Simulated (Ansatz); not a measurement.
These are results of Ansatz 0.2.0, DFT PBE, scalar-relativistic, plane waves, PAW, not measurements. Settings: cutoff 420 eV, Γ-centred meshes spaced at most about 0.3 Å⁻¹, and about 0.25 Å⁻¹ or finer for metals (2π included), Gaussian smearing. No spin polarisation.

Temperature and zero-point effects are left out.

Two relaxed structures of Ga3O4:

A.

```
CELL_PARAMETERS angstrom
4.56939 0.00000 0.00000
0.00000 4.56939 0.00000
0.00000 0.00000 4.56939
ATOMIC_POSITIONS crystal
Ga 0.00000 0.00000 0.50000
Ga 0.50000 0.00000 0.00000
Ga 0.00000 0.50000 0.00000
O 0.76715 0.76715 0.76715
O 0.23285 0.23285 0.76715
O 0.23285 0.76715 0.23285
O 0.76715 0.23285 0.23285
```

B.

```
CELL_PARAMETERS angstrom
5.73887 -1.51184 0.00000
5.73887 1.51184 0.00000
-2.10684 0.00000 4.68118
ATOMIC_POSITIONS crystal
Ga 0.27919 0.27919 0.27491
Ga 0.72081 0.72081 0.72509
Ga 0.00000 0.00000 0.00000
O 0.85610 0.85610 0.15965
O 0.34808 0.34808 0.68955
O 0.14390 0.14390 0.84035
O 0.65192 0.65192 0.31045
```

Problem. Which would you expect to be lower, and how large is the difference?

Solution. A is lower, by 97 meV/atom. A has space group P-43m (No. 215), 13.6 Å³/atom and no gap on its mesh; B has space group C2/m (No. 12), 11.6 Å³/atom and no gap. Counting O atoms around Ga (those within 1.25 times the shortest such distance or 1.15 times the sum of covalent radii, 1.27 where that leaves under three; a plus sign parts nearer from farther groups; a slash parts the counts of unlike sites), A has Ga 4 and B has Ga 2+4/6. The lower one is the more open, so pressure narrows the difference. In A, Ga has 4 O at 1.94 Å; O has 3 Ga at 1.94 Å. In B, around Ga on a site of symmetry m lie 3 O at 1.94–1.96 Å and 3 O at 2.13–2.16 Å; Ga on a site of symmetry 2/m has 2 O at 2.12 Å and 4 O at 2.36 Å; O on its first site has 2 Ga at 1.96 Å and 2 Ga at 2.12–2.13 Å; 1 more site not described. Both come from invented guesses. The lowest form computed isn't among them: it has space group R-3m (No. 166), 13.4 Å³/atom and lies 35 meV/atom below the best shown.

In P-43m, C2/m an odd number of electrons in the primitive cell allows no gap without spin; a larger cell or a magnetic state could open one. A magnetic state wasn't ruled out in cells without spin, among them P-43m, C2/m. Cells relaxed within their symmetry can be saddle points. Some structure types and database cells were kept out of the candidates from the start, so a known form may be missing.
